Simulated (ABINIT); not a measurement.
An input for ABINIT 10.8.3 (CaO (Lime)):

```
acell 3*1.0 Angstrom
rprim 
  -0.000000000000 2.406500000000 2.406500000000
  2.406500000000 -0.000000000000 2.406500000000
  2.406500000000 2.406500000000 -0.000000000000
ntypat 2
znucl 20 8
natom 2
typat 1 2
xred 
  0.000000000000 0.000000000000 0.000000000000
  0.500000000000 0.500000000000 0.500000000000
pp_dirpath "pseudos"
pseudos "Ca.upf, O.upf"
ecut 36
ngkpt 6 6 6
nshiftk 1
shiftk 0 0 0
kptopt 1
chksymbreak 0
istwfk *1
occopt 1
irdwfk 1
optdriver 4
nband 243
gwcalctyp 0
ecutsigx 36
symsigma 1
nkptgw 2
kptgw 
  0.0000000000 0.0000000000 0.0000000000
  0.5000000000 0.5000000000 0.0000000000
bdgw 
  6 12
  7 10
ecuteps 11.2
irdscr 1
ppmodel 2
indata_prefix "in"
outdata_prefix "out"
tmpdata_prefix "tmp"
```

```sh
OMP_NUM_THREADS=1 mpirun -n 4 abinit run.abi > log
```

Estimate wall time and host memory on 4 MPI ranks of Arm Neoverse V1, shared host.

It took 74 s; on shared hardware allow 37 s to 2.5 min. Peak host memory was 2.0 GiB.

[Paths, hosts, dates, memory and timing lines, banners, echoed tables and standing remarks are left out of the program output.]

[Logs are printed without paths, hosts, clocks, repeated set-up lines and the standing remarks that a program may print on its own settings, such as how far it seeks lower states.]

[Runs of the session that timed out or met a known fault of the program may be left out.]

[No measured gap is set beside runs whose start may be inverted or whose files or cutoffs have a known fault.]

[Hosts, paths, dates, database ids (printed as entryN), source tags and the programs' standing remarks are cut or masked in the printed files.]

[G0W0 gaps are taken among the corrected bands and points alone; a level outside them can change the order at an edge.]

[Where Ansatz stands beside ABINIT at settings called matched, ABINIT's density can come from a denser mesh and the files from another edition; pairs whose starting gaps differed by over 0.03 eV were left out, so agreement reads better than it is.]
